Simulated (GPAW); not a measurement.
# BN (R3m) in GPAW: equation of state

How stiff is BN in PBEsol, and what volume does it want? The cell is scaled to several volumes.

Program: GPAW 26.7.0. These are calculated values, not measurements. Logs are shortened: lines on timing, memory, paths and dates and some standing lists are left out, and cuts for length are marked. The log counts tension as positive stress, the text compression.

### 1 Starting point

Symmetry: R3m, No. 160, trigonal system. The conventional cell has a = 2.502 Å, b = 2.502 Å, c = 10.119 Å, α = 90.00°, β = 90.00°, γ = 120.00°. N (site symmetry 3m) has 3 B at 1.44 Å as nearest neighbours. B (site symmetry 3m) has 3 N at 1.44 Å as nearest neighbours.

The cell is a database's computed one.

### 2 Equation of state, PBEsol

File run.py:

```python
from ase import Atoms
from ase.eos import EquationOfState
from ase.io import Trajectory
from ase.units import GPa
from ase.parallel import parprint
from gpaw import GPAW, PW, setup_paths

setup_paths.insert(0, '.')

atoms = Atoms(['N', 'B'],
              cell=[[1.2511217832, 0.7223354983, 3.3729344033],
                    [-1.2511217832, 0.7223354983, 3.3729344033],
                    [0.0, -1.4446709966, 3.3729344033]],
              scaled_positions=[[0.6672382, 0.6672382, 0.6672382],
                                [0.0003288, 0.0003288, 0.0003288]],
              pbc=True)

traj = Trajectory('eos.traj', 'w')
volumes, energies = [], []
for x in [0.94, 0.96, 0.98, 1.0, 1.02, 1.04, 1.06]:
    a = atoms.copy()
    a.set_cell(atoms.cell * x**(1 / 3), scale_atoms=True)
    calc = GPAW(mode=PW(800),
                xc='PBEsol',
                kpts={'size': (12, 12, 12), 'gamma': True},
                occupations={'name': 'fermi-dirac', 'width': 0.05},
                nbands=11,
                convergence={'density': 1e-05, 'energy': 1e-05},
                maxiter=150,
                txt=f'eos-{x:.2f}.txt')
    a.calc = calc
    energies.append(a.get_potential_energy(force_consistent=True))
    volumes.append(a.get_volume())
    p = -a.get_stress()[:3].mean() / GPa
    calc.write(f'eos-{x:.2f}.gpw')
    traj.write(a)
    parprint(f'{x:.2f} {volumes[-1]:10.4f} A^3 {energies[-1]:14.6f} eV {p:9.3f} GPa', flush=True)

v0, e0, B = EquationOfState(volumes, energies, eos='birchmurnaghan').fit()
parprint(f'V0 = {v0:.4f} A^3, E0 = {e0:.6f} eV, B0 = {B / GPa:.2f} GPa')
```

Potentials or basis: PAW data sets generated in the run's folder for this functional, pw.

Run with:

```console
> gpaw-setup -f PBEsol B N
> OMP_NUM_THREADS=1 mpirun -n 4 gpaw python run.py
```

What it wrote:

```text
__  _  _
 | _ |_)|_||  |
 |__||  | ||/\| - 26.7.0

Input parameters:
  mode=PW(ecut=800.0),
  convergence={'density': 1e-05, 'energy': 1e-05},
  kpts=MonkhorstPack(size=(12, 12, 12), gamma=True),
  maxiter=150,
  nbands=11,
  occupations=Occupations(name='fermi-dirac', width=0.05),
  xc=XC(name='PBEsol')

Diagonalizing LCAO Hamiltonian
Converting LCAO to pw mode

       N

       B

Atoms  # Å, Bohr magnetons
|   | symbol |         x |         y |        z |    initial magnetic moments |
|---|--------|-----------|-----------|----------|-----------------------------|
| 0 |      N |  0.000000 | -0.000000 | 6.613825 | ( 0.0000,  0.0000,  0.0000) |
| 1 |      B | -0.000000 | -0.000000 | 0.003259 | ( 0.0000,  0.0000,  0.0000) |

Unit cell  # Å
| periodic |         x |         y |        z |  lengths |    angles |
|----------|-----------|-----------|----------|----------|-----------|
|      yes |  1.225582 |  0.707590 | 3.304080 | 3.594395 | 39.871987 |
|      yes | -1.225582 |  0.707590 | 3.304080 | 3.594395 | 39.871987 |
|      yes |  0.000000 | -1.415180 | 3.304080 | 3.594395 | 39.871987 |

Number of symmetries: 6
Symmetry operations  # r_c * U_cc + t_c -> r_c
|   | kind |            matrix            |
|---|------|------------------------------|
| 0 |  E   |  1, 0, 0,  0, 1, 0,  0, 0, 1 |
| 1 |  σ   |  1, 0, 0,  0, 0, 1,  0, 1, 0 |
| 2 |  σ   |  0, 1, 0,  1, 0, 0,  0, 0, 1 |
| 3 |  C3  |  0, 1, 0,  0, 0, 1,  1, 0, 0 |
| 4 |  C3  |  0, 0, 1,  1, 0, 0,  0, 1, 0 |
| 5 |  σ   |  0, 0, 1,  0, 1, 0,  1, 0, 0 |

BZ-sampling:
  Number of BZ points: 1728
  Number of IBZ points: 189

  Monkhorst-Pack size: [12, 12, 12]
  Monkhorst-Pack shift: [0.041666666666666664, 0.041666666666666664, 0.041666666666666664]

K-points  # in reciprocal-cell coordinates
|     |                                coordinates |     weight |
|-----|--------------------------------------------|------------|
|   0 | ( -0.00000000,  -0.00000000,  -0.00000000) | 0.00057870 |
|   1 | (  0.08333333,  -0.00000000,  -0.08333333) | 0.00347222 |
|   2 | (  0.08333333,  -0.00000000,  -0.00000000) | 0.00347222 |
|   3 | (  0.08333333,   0.08333333,  -0.08333333) | 0.00347222 |
|   4 | (  0.08333333,   0.08333333,  -0.00000000) | 0.00347222 |
|   5 | (  0.08333333,   0.08333333,   0.08333333) | 0.00115741 |
|   6 | (  0.16666667,  -0.08333333,  -0.08333333) | 0.00347222 |
|   7 | (  0.16666667,  -0.00000000,  -0.16666667) | 0.00347222 |
|   8 | (  0.16666667,  -0.00000000,  -0.08333333) | 0.00694444 |
|   9 | (  0.16666667,  -0.00000000,  -0.00000000) | 0.00347222 |
| ... |                                            |            |
| 188 | (  0.50000000,   0.50000000,   0.50000000) | 0.00057870 |

Plane wave coefficients: 900
Cutoff: 800.0 eV

Spin-components: 1 (collinear spins)
Bands:           11
Projectors:      10
Spin-degeneracy: 2
Datatype:        complex128

Parallelization:
  kpt:    4
  domain: 1
  band:   1

Density:
  Valence electrons: 8.0
  Components: 1
  Grid points: [24 24 24]
  Charge: 0.0  # |e|

Potential:
  Grid points: [24 24 24]

species:
  N:
    name:    Nitrogen
    Z:       7.0
    valence: 5
    core:    2
    charge:  0.0  # [|e|]
    compensation charges:
      type: gauss
      rc: 0.18  # [Å]
      lmax: 2
    cutoffs:
      filter: 1.11  # [Å]
      core: 0.96  # [Å]
    projectors
    | kind |    occ | energy [eV] | rcut [Å] |
    |------|--------|-------------|----------|
    |   2s |  2.000 |     -18.455 |    0.603 |
    |   2p |  3.000 |      -7.035 |    0.529 |
    |    s |        |       8.756 |    0.603 |
    |    p |        |      20.177 |    0.529 |
    |    d |        |       0.000 |    0.577 |

    Using partial waves for N as LCAO basis

  B:
    name:    Boron
    Z:       5.0
    valence: 3
    core:    2
    charge:  0.0  # [|e|]
    compensation charges:
      type: gauss
      rc: 0.20  # [Å]
      lmax: 2
    cutoffs:
      filter: 1.14  # [Å]
      core: 1.42  # [Å]
    projectors
    | kind |    occ | energy [eV] | rcut [Å] |
    |------|--------|-------------|----------|
    |   2s |  2.000 |      -9.361 |    0.635 |
    |   2p |  1.000 |      -3.555 |    0.635 |
    |    s |        |      17.850 |    0.635 |
    |    p |        |      23.657 |    0.635 |
    |    d |        |       0.000 |    0.635 |

    Using partial waves for B as LCAO basis

Reference energy: -2141.827435  # eV

eigensolver:
  PPCG
  Converge bands: occupied
  niter=2

density mixing:
  MSR1-Mixer
  Pratt-step length: 0.05
  Maximum mixing coefficient: 0.75
  Old densities: 10
  SVD Regularization: 0.005
  Good broyden scale: 1.0
  Trust region scale: 1.0
  Backstep threshold: 4.0
  History deletion threshold: 6.0
  Fourier metric: weight=20.0, sigma=0.015

occupation numbers:
  Fermi-Dirac:
    width: 0.0500  # eV

poisson solver:
  ecut: 6400.0  # eV

xc functional:
  name: PBEsol with 2 nearest neighbor stencil

convergence criteria:
[... 6 lines left out ...]
|iter     | |      energy | eigst |  dens |
|---------|-|-------------|-------|-------|
|iter:   1| |  -20.114335 | +0.51 |       |
|iter:   2| |  -19.767162 | -1.37 | -0.64 |
|iter:   3| |  -18.363505 | -1.00 | -0.68 |
|iter:   4| |  -18.333585 | -2.44 | -1.34 |
|iter:   5| |  -18.331818 | -3.27 | -1.74 |
|iter:   6| |  -18.331921 | -4.60 | -2.33 |
|iter:   7| |  -18.331922 | -6.31 | -3.52 |
|iter:   8| |  -18.331922c| -7.79c| -4.07 |
|iter:   9| |  -18.331922c| -8.57c| -5.29c|

Converged in 9 steps
Energy contributions relative to reference atoms: (reference = -2141.827435)

Energy contributions:
  Kinetic:          23.991589
  Coulomb:         -22.892907
  Zero:              0.100929
  External:          0.000000
  Xc:              -19.531533
  Entropy:          -0.000000
  Spinorbit:         0.000000
  ----------------------------
  Free energy:     -18.331922
  Extrapolated:    -18.331922

dipole moment: (0.000000, -0.000000, -13.213295)  # |e|*Ang

Fermi level: 5.313
Eigenvalues  # (at kpt = [-0.000, -0.000, -0.000])
| band index |      eig [eV] | occ [0-2] |
|------------|---------------|-----------|
|          0 |       -13.806 |     2.000 |
|          1 |        -0.123 |     2.000 |
|          2 |         3.131 |     2.000 |
|          3 |         3.131 |     2.000 |
|          4 |         9.399 |     0.000 |
|          5 |        16.494 |     0.000 |
|          6 |        16.494 |     0.000 |
|          7 |        18.207 |     0.000 |
|          8 |        20.233 |     0.000 |
|          9 |        31.117 |     0.000 |
|         10 |        33.117 |     0.000 |

Gap: 4.252 eV
Transition (v -> c):
  (s=0, k=50, n=3, [0.33, -0.00, -0.33]) -> (s=0, k=182, n=4, [0.50, 0.50, -0.00])
Direct/indirect transitions are different
Direct gap: 4.794 eV
Transition at: (s=0, k=50, n=3, [0.33, -0.00, -0.33])

Stress tensor  # eV/Ang^3
|         x |         y |        z |
|-----------|-----------|----------|
| -0.155803 | -0.000000 | 0.000000 |
| -0.000000 | -0.155803 | 0.000000 |
|  0.000000 |  0.000000 | 0.000185 |

# Writing to eos-0.94.gpw (mode='')
```

It took 86 s on 4 MPI ranks of Arm Neoverse V2, shared host; peak memory 0.26 GiB.

Results:

```yaml
Equilibrium_volume: 9.18 Å³/atom
Bulk_modulus_at_fixed_shape_and_positions: 239 GPa
Pressure_derivative_of_the_bulk_modulus: 3.7
```

Energy against volume, from the lowest point:
| volume (Å³/atom) | energy (meV/atom) |
| --- | --- |
| 8.596 | 30.60 |
| 8.779 | 13.95 |
| 8.962 | 3.94 |
| 9.145 | 0.00 |
| 9.328 | 1.63 |
| 9.510 | 8.27 |
| 9.693 | 19.50 |

Caveat: the cell was scaled at fixed shape and fractional positions, which overstates the stiffness of a crystal with free parameters, most of all of layers and chains; the program warned that so skewed a cell can give wrong results.
